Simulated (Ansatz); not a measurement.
# Te (trigonal tellurium, measured cell): the cost of one run

Program: Ansatz 0.2.0. Level of theory: DFT LDA, scalar-relativistic, plane waves, PAW. These are calculated values, not measurements.

## 1. The system as given

It takes space group P3_121 (No. 152, trigonal). The conventional cell has a = 4.457 Å, b = 4.457 Å, c = 5.929 Å, α = 90.00°, β = 90.00°, γ = 120.00°. Te (site symmetry 2) has 2 Te at 2.84 Å as nearest neighbours.

As a file:

```
Te
1.0
     4.45700    0.00000    0.00000
    -2.22850    3.85988    0.00000
     0.00000    0.00000    5.92900
Te
3
Direct
  0.26330 0.00000 0.33333
  0.00000 0.26330 0.66667
  0.73670 0.73670 0.00000
```

## 2. Relaxing the atoms: Te (trigonal tellurium, measured cell), no spin

File input.yaml:

```yaml
crystal:
  lattice:
    - [4.457, 0.0, 0.0]
    - [-2.2285, 3.8598752247, 0.0]
    - [0.0, 0.0, 5.929]
  atoms:
    - { symbol: Te, position: [0.2633, 0.0, 0.3333333333] }
    - { symbol: Te, position: [0.0, 0.2633, 0.6666666667] }
    - { symbol: Te, position: [0.7367, 0.7367, 0.0] }
scf:
  occupations: { method: gaussian, width: 0.01 }
output:
  forces: true
  stress: true
  eigenvalues: true
  write_density: true
  write_potential: true
  elf: true
  volumetric_format: npy
hamiltonian:
  xc: lda
basis:
  ecutwfc: 400
kpoints:
  mp_grid: { grid: [12, 12, 10] }
relax:
  f_tol: 0.001
  max_steps: 40
```

Started as:

```sh
$ ansatz run input.yaml --threads 1 --pin off --max-ram 2867MiB --backend cpu --events-out ev --progress --plain --runs-dir out
```

What time and memory should one allow on 1 thread of Intel Xeon at 2.30GHz, shared host?

About 84 s, with a peak of 0.59 GiB.
